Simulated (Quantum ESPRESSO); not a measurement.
The system is Pd.

```xyz
1
Lattice="0.0000 1.9465 1.9465 1.9465 0.0000 1.9465 1.9465 1.9465 0.0000" Properties=species:S:1:pos:R:3 pbc="T T T"
Pd    0.0000    0.0000    0.0000
```

| Property | Result |
| --- | --- |
| Program | Quantum ESPRESSO 7.5 |
| Task | Hubbard U by linear response |
| Functional | PBEsol |
| Potentials or basis | GBRV 1.5 PBEsol |
| Cutoff | 612 eV |
| Density cutoff | 4898 eV |
| k mesh | 10 × 10 × 10 |
| Occupations | cold, width 0.136 eV |
| Spin | no spin polarisation |
| Hubbard terms | Pd d U = 5.3 eV |
| Start of the occupations | default |
| Hubbard projectors | ortho-atomic |
| Mixing beta | 0.3 |
| Most SCF iterations | 120 |
| SCF threshold | 2e-10 Ry |
| q mesh | 2 × 2 × 2 |

What Hubbard parameters does linear response give?

U = 5.50 eV on Pd 4d. The values belong to these projectors, potentials and this ground state, and don't carry over to other codes.

Hubbard U from linear response:
```
site  manifold  U (eV)
   1     Pd-4d    5.50
```
On the first site the bare response is -0.608 and the screened one -0.131 eV⁻¹.

Eigenvalues of the final occupation matrices:
```csv
site,spin,trace,eigenvalues
Pd 1 4d,each,4.57,0.89 0.89 0.89 0.95 0.95
```

Caveat: the computed U isn't converged in cell size; U without spin polarisation on a metal has little footing; the U is typed as a test and isn't derived for this compound.
